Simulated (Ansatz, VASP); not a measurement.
# Two plane-wave programs on C

```xyz
1
Lattice="-1.1747 1.1747 1.1747 1.1747 -1.1747 1.1747 1.1747 1.1747 -1.1747" Properties=species:S:1:pos:R:3 pbc="T T T"
C     0.0000    0.0000    0.0000
```

Alike in both runs: functional PBE; k mesh 8 × 8 × 8; occupations gaussian, width 0.1 eV; no spin polarisation.

Ansatz relaxed the structure, and its values are those at the end. VASP's run is a single point on that final structure, the one shown.

|  | VASP | Ansatz |
| --- | --- | --- |
| version | VASP 6.6.1 | Ansatz 0.2.0 |
| potentials or method | VASP PAW PBE potentials, release 64 (C) | scalar-relativistic, plane waves, PAW |
| plane-wave cutoff (eV) | 520 | 420 |
| valence electrons in the cell | 4 | 4 |

```csv
,VASP,Ansatz,Ansatz less VASP
gap on the k mesh at the Fermi level (eV),none,none,-
pressure (GPa),0.2,0.0,-0.17
```

A gap of «none» marks a metal or a gap that the smearing closes.

Caveats: the k mesh is coarse (spacing up to 0.47 Å⁻¹), so the values aren't converged.
